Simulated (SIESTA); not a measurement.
The system is MnS.

```
Mn S
1.0
     0.00000    2.47346    2.47346
     2.47346    0.00000    2.47346
     2.47346    2.47346    0.00000
Mn S
1 1
Cartesian
  0.0000 0.0000 0.0000
  3.7102 3.7102 3.7102
```

The cell is a database's computed one.

Base run:

```yaml
Program: SIESTA 5.4.2
Functional: PBEsol
Potentials_or_basis: PseudoDojo 0.4 standard (PBEsol files)
Basis: DZP (energy shift 0.003 Ry; two zetas on semicore shells)
Grid_cutoff: 800 Ry
Energy_shift: 0.003 Ry
k_mesh: 9 × 9 × 9
Occupations: fermi-dirac, width 0.05 eV
Spin: collinear spin, ferromagnetic start
Starting_moments: "[4.0, 0.0] μB"
```

Its results: band gap on the k mesh none (metal or under the smearing width); pressure -1.4 GPa; net moment 0.26 μB per cell; site moments Mn +0.28; S -0.01 μB.

Question: The run is repeated on the same cell with these changes: functional from PBEsol to LDA; potentials or basis from PseudoDojo 0.4 standard (PBEsol files) to PseudoDojo 0.4 standard (LDA files). What comes out?

Answer: Band gap on the k mesh none (metal or under the smearing width); pressure -5.4 GPa; net moment 0.18 μB per cell; site moments Mn +0.18; S -0.01 μB.

Caveats: short orbitals over semicore shells can move pressures by several GPa; the moment fell far below its start of 4 μB, so a state of higher moment may lie lower in energy; the basis of atomic orbitals isn't converged, which shifts pressures, moduli and gaps; semilocal functionals often make such compounds metallic where correlation or magnetic order opens a gap, which also shifts bond lengths.
